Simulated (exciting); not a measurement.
Input of an exciting (release sodium) run:

File input.xml:

```xml
<input>
  <title>Si</title>
  <structure speciespath="./" tshift="false">
    <crystal scale="1">
      <basevect>0.000000000000 5.143553294473 5.143553294473</basevect>
      <basevect>5.143553294473 0.000000000000 5.143553294473</basevect>
      <basevect>5.143553294473 5.143553294473 0.000000000000</basevect>
    </crystal>
    <species speciesfile="Si.xml" rmt="2">
      <atom coord="0.500000000000 0.500000000000 0.500000000000"/>
      <atom coord="0.750000000000 0.750000000000 0.750000000000"/>
    </species>
  </structure>
  <groundstate do="fromscratch" ngridk="8 8 8" rgkmax="7.5" gmaxvr="14" lmaxapw="10" lmaxmat="10" lmaxvr="8" xctype="GGA_PBE" stype="Fermi Dirac" swidth="0.00183747" nempty="10" ValenceRelativity="iora*" epsengy="1e-05" epspot="1e-05" maxscl="60" tforce="true" outputlevel="normal"/>
</input>
```

Potentials or basis: all-electron LAPW+lo, shipped species files, valence relativity iora*.

Launch:

```console
$ OMP_NUM_THREADS=1 exciting_smp
```

(1) What does it give for the band gap on the k mesh?

Answers

(1) 0.63 eV, indirect (least direct gap 2.56 eV).
